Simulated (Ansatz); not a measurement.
The cell is HfSiO4 on the sites of polar orthorhombic HfO2 (relaxed group P2_1); cell and atoms were relaxed with r2SCAN. Hf has 6 O at 1.98–2.24 Å; Si has 5 O at 1.64–1.85 Å; O has 1 Si at 1.64 Å and 1 Hf at 1.98 Å; O has 1 Si at 1.85 Å and 2 Hf at 2.02–2.07 Å; O has 2 Si at 1.73–1.82 Å and 1 Hf at 2.24 Å; O has 1 Si at 1.74 Å and 2 Hf at 2.07–2.14 Å.

Space group P2_1 (No. 4). a = 4.601 Å, b = 5.092 Å, c = 5.295 Å, α = 90.00°, β = 92.35°, γ = 90.00°
```
atom  site  symmetry       x       y       z
  Hf    2a         1  0.7761  0.7780  0.0894
  Si    2a         1  0.6967  0.2552  0.4144
   O    2a         1  0.0469  0.6777  0.3731
   O    2a         1  0.9361  0.1510  0.1606
   O    2a         1  0.5006  0.4678  0.6240
   O    2a         1  0.4598  0.9444  0.8287
```

4 runs of Ansatz on this cell differ in the functional (and in the settings that go with it). Levels are in eV from each run's valence top; v1 is the last filled band, c1 the first empty one.

Run A, mean stress -0.4 GPa (compression positive):
```tsv
point	v2	v1	c1	c2
Γ	-0.31	-0.18	5.56	6.44
Z	-0.36	-0.36	5.54	5.54
D	-0.52	-0.52	6.22	6.22
```

Run B, mean stress 0.0 GPa (compression positive):
```tsv
point	v2	v1	c1	c2
Γ	-0.31	-0.18	4.39	5.25
Z	-0.34	-0.34	4.41	4.41
D	-0.50	-0.50	5.02	5.02
```

Run C, mean stress +6.6 GPa (compression positive):
```tsv
point	v2	v1	c1	c2
Γ	-0.30	-0.18	3.88	4.72
Z	-0.35	-0.35	3.87	3.87
D	-0.49	-0.49	4.51	4.51
```

Run D, mean stress -0.4 GPa (compression positive):
```tsv
point	v2	v1	c1	c2
Γ	-0.31	-0.18	6.33	7.21
Z	-0.36	-0.36	6.31	6.31
D	-0.53	-0.53	7.00	7.00
```

Q: Match the runs to PBE, r2SCAN, HSE06, PBE0.

A: A is HSE06, B is r2SCAN, C is PBE, D is PBE0. In order of the gap: PBE 3.64, r2SCAN 4.17, HSE06 5.30, PBE0 6.07 eV. The stress vanishes for r2SCAN, which relaxed the cell.

The cell comes from a prototype generator: it can be a known phase or a hypothetical one. Spin polarisation is off.

Spin-orbit coupling is left out.

The program warns that its thresholds are loose for a hybrid's stress.

The meshes of the hybrids are coarse, so their gaps aren't converged to the digits shown.
